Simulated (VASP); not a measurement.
CdS (Hawleyite):

```
Cd S
1.0
     0.00000    2.91650    2.91650
     2.91650    0.00000    2.91650
     2.91650    2.91650    0.00000
Cd S
1 1
Direct
  0.00000 0.00000 0.00000
  0.75000 0.75000 0.75000
```

Base run:

```yaml
Program: VASP 6.6.1
Functional: PBEsol
Potentials_or_basis: VASP PAW PBE potentials, release 64 (Cd, S)
Cutoff: 520 eV
k_mesh: 8 × 8 × 8
Occupations: gaussian, width 0.02 eV
Spin: no spin polarisation
```

Its results: band gap on the k mesh 1.01 eV, direct.

Task: The run is repeated on the same cell with these changes: functional from PBEsol to r2SCAN. What comes out?

Result: Band gap on the k mesh 1.59 eV, direct.

r2SCAN gives the wider gap, since meta-GGAs in the generalised Kohn-Sham scheme recover part of the derivative discontinuity.
